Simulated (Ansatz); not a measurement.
**Ga in Ansatz: the effect of functional**

Ga:

```
Ga
1.0
     1.44027   -4.03772    0.00000
     1.44027    4.03772    0.00000
     0.00000    0.00000    3.14872
Ga
2
Direct
  0.13300 0.86700 0.75000
  0.86700 0.13300 0.25000
```

This isn't the form of Ga at room conditions, which is orthorhombic.

The cell isn't the ideal one: volume scaled by 0.98.

Alike in all runs:

- Program: Ansatz 0.2.0
- Task: single point
- Potentials or basis: Ansatz PAW
- k mesh: 10 × 10 × 8
- Occupations: fermi-dirac, width 0.05 eV
- Spin: no spin polarisation

```csv
functional,cutoff,pressure (GPa),largest force (eV/Å)
LDA,420 eV (not typed: the program's choice for these potentials),-3.1,0.21
PBEsol,420 eV (not typed: the program's choice for these potentials),?,?
r2SCAN,500 eV (not typed: the program's choice for these potentials),-0.5,0.25
```

Q: What does the run with functional PBEsol give?

A: Pressure -1.0 GPa; largest force 0.22 eV/Å.

Caveats: the PAW data sets come from PBE, with cores solved anew for the run's functional, which leaves a small shift of forces and pressure.

Runs at the PBE level aren't shown here.
